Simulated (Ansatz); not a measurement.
## Bi₂Se₃: pressure and largest V_zz against volume scale

Results calculated with Ansatz 0.2.0, not measured. Periodic Kohn-Sham DFT of a crystal at fixed atoms, scaled to volume_scale times the given cell; pressure positive in compression, energy less spherical unpolarised free atoms, largest_vzz the field gradient of largest size among the nuclei.

The cell before it is scaled or strained (space group R-3m, No. 166):
```
cell vectors (Å)
   2.0715     1.1960     9.5453
  -2.0715     1.1960     9.5453
   0.0000    -2.3920     9.5453
atoms (fractions of the cell vectors)
Bi  0.40080  0.40080  0.40080
Bi  0.59920  0.59920  0.59920
Se  0.00000  0.00000  0.00000
Se  0.21170  0.21170  0.21170
Se  0.78830  0.78830  0.78830
```

Settings of every row: method all-electron PAW; functional PBE; relativity scalar; k mesh 6x6x6; filling fermi-dirac; smearing width 0.03 eV; nucleus gaussian.

Atom start moment: 0 on all atoms.

Limits: a layered crystal: even scaling strains the bonds within the layers, so this curve is stiffer than the crystal under pressure; field gradient without spin-orbit coupling on heavy atoms; no spin-orbit coupling on heavy atoms; small gap, it may come from the mesh.

| row | volume scale | V (Å³/atom) | pressure (GPa) | largest V_zz (1e21 V/m^2) |
| --- | --- | --- | --- | --- |
| 1 | 0.94 | 26.676 | 7.314 | 7.753 |
| 2 | 0.96 | 27.243 | 5.549 | 7.737 |
| 3 | 0.98 | 27.811 | 3.961 | 7.718 |
| 4 | 0.99 | 28.095 | ? | ? |
| 5 | 1 | 28.378 | 2.533 | 7.697 |
| 6 | 1.01 | 28.662 | 1.873 | 7.686 |
| 7 | 1.02 | 28.946 | 1.247 | 7.675 |
| 8 | 1.04 | 29.513 | 0.092 | 7.652 |
| 9 | 1.06 | 30.081 | -0.949 | 7.627 |

Question: what pressure and largest V_zz should row 4 give?

Worked fit of pressure. Take u = (V_r/V)^(2/3) − 1 with V_r = 28.52 Å³ an atom, which is twice the finite (Eulerian) strain; such expansions in the strain, on which the Birch-Murnaghan equation of state is built, carry the rest volume and the bulk modulus. The shown rows have u = 0.04557, 0.03101, 0.01692, 0.00333, -0.00331, -0.00984, -0.02256, -0.0349. Least squares give pressure = 2.1992 + 99.42 × u + 271.47 × u² + 215 × u³ GPa; a parabola predicts inner rows, each left out in turn, worse (root mean square 0.0035 against 0.00082 GPa). The rows lie off it by 0.000, -0.001, 0.001, 0.000, 0.000, 0.000, 0.000, 0.000. The pressure vanishes at u = -0.0236, or V = 29.56 Å³ an atom, and there the bulk modulus at fixed shape and fractions is B = −V dP/dV = (2/3)(1 + u) dP/du = 56.6 GPa. Letting shape and atoms relax would as a rule lower it, by much in layered, chain or molecular crystals. The withheld row has u = 0.01006, so the fit gives 2.1992 + 99.42 × (0.01006) + 271.47 × (0.01006)² + 215 × (0.01006)³ = 3.227 GPa.

The calculation gave 3.228 GPa. The fit lies 0.001 GPa (0.012 % of the column's range) below it, one unit of the last digit.

Worked fit of largest V_zz. Take t = volume scale − 1. The shown rows have t = -0.06, -0.04, -0.02, 0, 0.01, 0.02, 0.04, 0.06. Least squares give largest V_zz = 7.6972 − 1.056 × t − 1.94 × t² 1e21 V/m^2; a straight line predicts inner rows, each left out in turn, worse (root mean square 0.0021 against 0.00056 1e21 V/m^2). The rows lie off it by -0.001, 0.001, 0.000, 0.000, 0.000, 0.000, 0.000, 0.000. The withheld row has t = -0.01, so the fit gives 7.6972 − 1.056 × (-0.01) − 1.94 × (-0.01)² = 7.708 1e21 V/m^2.

The calculation gave 7.708 1e21 V/m^2. The fit meets it to the printed digit.
